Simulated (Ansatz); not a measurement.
Relax this structure to zero stress and force, keeping its symmetry:

Space group Pm-3m (No. 221). a = 3.637 Å, b = 3.637 Å, c = 3.637 Å, α = 90.00°, β = 90.00°, γ = 90.00°
```tsv
atom	site	symmetry	x	y	z
Al	1a	m-3m	0.0000	0.0000	0.0000
Cu	3c	4/mm.m	0.5000	0.5000	0.0000
```

All numbers below come from Ansatz 0.2.0, DFT PBEsol, scalar-relativistic, plane waves, PAW.

Settings: cutoff 420 eV, Γ-centred mesh 12×12×12 on the computed 4-atom cell, Gaussian smearing of 0.10 eV; no spin polarisation.

What does it relax to?

The volume goes down by 0.05 Å³/atom to 11.98 Å³/atom, and the energy falls by 0.1 meV/atom. Final structure:
```
Al Cu
1.0
     3.63187    0.00000    0.00000
     0.00000    3.63187    0.00000
     0.00000    0.00000    3.63187
Al Cu
1 3
Direct
  0.00000 0.00000 0.00000
  0.50000 0.50000 0.00000
  0.50000 0.00000 0.50000
  0.00000 0.50000 0.50000
```